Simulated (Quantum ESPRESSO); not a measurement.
Crystal: ZnSe (Stilleite).

```
Se Zn
1.0
     0.00000    2.83380    2.83380
     2.83380    0.00000    2.83380
     2.83380    2.83380    0.00000
Se Zn
1 1
Direct
  0.75000 0.75000 0.75000
  0.00000 0.00000 0.00000
```

```yaml
Program: Quantum ESPRESSO 7.5
Task: single point
Functional: PBE
Potentials_or_basis: SSSP 1.3 efficiency PBE
Cutoff: 748 eV
Density_cutoff: 5987 eV
k_mesh: 8 × 8 × 8
Occupations: fermi-dirac, width 0.05 eV
Spin: no spin polarisation
```

On this cell: pressure 2.2 GPa; largest force zero by symmetry; band gap on the k mesh 1.28 eV, direct.

The same run follows on a disturbed copy (atoms moved at random, drawn with an rms of 0.05 Å):

```xyz
2
Lattice="0.0000 2.8338 2.8338 2.8338 0.0000 2.8338 2.8338 2.8338 0.0000" Properties=species:S:1:pos:R:3 pbc="T T T"
Se    4.2541    4.2451    4.2554
Zn   -0.0022   -0.0038   -0.0506
```

**Question.** What changes?

**Answer.** The energy moves by +4.3 meV/atom; pressure 2.3 GPa; largest force 0.312 eV/Å; band gap on the k mesh 1.23 eV, direct.

Forces in eV/Å, atoms in the order of the input:
```
Se  -0.030  0.004 -0.311
Zn   0.030 -0.004  0.311
```

Stress tensor (GPa, compression positive):
```
 2.28  1.12 -0.02
 1.12  2.28  0.11
-0.02  0.11  2.20
```

